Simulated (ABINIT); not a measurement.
Runs of ABINIT 10.8.3 (patched build) on Cu3N. The structure is cubic, space group Pm-3m (No. 221). The conventional cell has a = 3.820 Å, b = 3.820 Å, c = 3.820 Å, α = 90.00°, β = 90.00°, γ = 90.00°. Cu (site symmetry 4/mmm) has 2 N at 1.91 Å as nearest neighbours. N (site symmetry m-3m) has 6 Cu at 1.91 Å as nearest neighbours. The cell was built by a generator and needn't be a form met in nature.

| task | level | potentials or basis | cell | cell freedom (optcell) | cutoff smearing ecutsm (Ha) | optimiser (ionmov) | force stop (Ha/bohr) | gap on the mesh (eV) | pressure (GPa) | relaxed volume (Å³/atom) |
| --- | --- | --- | --- | --- | --- | --- | --- | --- | --- | --- |
| relaxation of cell and atoms | PBE | PseudoDojo NC SR PBE v0.4.1 standard | relaxed | 2 | 0.5 | 2 | 5e-05 | 0.22 | 0.0 | 14.03 |
| single point | LDA | PseudoDojo NC SR LDA v0.4.1 standard | cell relaxed | - | - | - | - | none | -0.1 | - |
| relaxation of cell and atoms | LDA | PseudoDojo NC SR LDA v0.4.1 standard | relaxed | 2 | 0.5 | 2 | 0.0005 | none | -0.1 | 12.91 |
| single point | PBE | PseudoDojo NC SR PBE v0.4.1 standard | cell relaxed | - | - | - | - | 0.22 | 0.0 | - |
| relaxation of cell and atoms | PBEsol | PseudoDojo NC SR PBEsol v0.4.1 standard | relaxed | 2 | 0.5 | 2 | 0.0005 | none | 0.0 | (a) |
| single point | PBEsol | PseudoDojo NC SR PBEsol v0.4.1 standard | cell relaxed | - | - | - | - | none | 0.0 | - |

Alike in all rows: no spin polarisation; k mesh 8 × 8 × 8; cutoff (eV) 1252; smearing fermi-dirac 0.05 eV.

Task: Fill in the values left out.

Result: (a) 13.35.

Caveats: the run has no spin polarisation, though such a crystal can be magnetic (some runs).

A k mesh can miss the band edges.

A gap of «none» marks a metal or a gap under the smearing width.
